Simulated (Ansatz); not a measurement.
Consider AlSb in the zinc blende structure (space group F-43m, No. 216).

```
AlSb
1.0
    0.00000     3.11279     3.11279
    3.11279     0.00000     3.11279
    3.11279     3.11279     0.00000
Sb Al
1 1
Direct
  0.75000   0.75000   0.75000
  0.00000   0.00000   0.00000
```

Cartesian axes are those of the cell as printed.

All numbers come from PBE, PAW, 420 eV (Ansatz, a first-principles code; no spin-orbit coupling), earlier PAW set.

Before the change:

```
Quantity               Value
-------------------  -------
Smallest direct gap  1.28 eV
```

Modification: a free-standing slab of 7 layers (14 atoms, 2 a layer) is cut normal to [110], with 15 Å of vacuum and the in-plane cell held at bulk.

**Question.** Predict the new change of the spacing d23 from its bulk value of 2.201 Å, smallest direct gap, change of the spacing d12 from its bulk value of 2.201 Å and excess energy per area of both faces.

**Answer.** The change of the spacing d23 from its bulk value of 2.201 Å comes out as +1.3 %; the smallest direct gap goes up by 0.01 eV, from 1.28 eV to 1.29 eV; the change of the spacing d12 from its bulk value of 2.201 Å comes out as -8.5 %; the excess energy per area of both faces (slab less bulk energy over the cell's area: twice a surface energy) comes out as 1.09 J/m².

The excess energy carries the mismatch between the slab's and the bulk's meshes. With Sb present, leaving out spin-orbit coupling can change the band edges. No phonon test of stability was made.
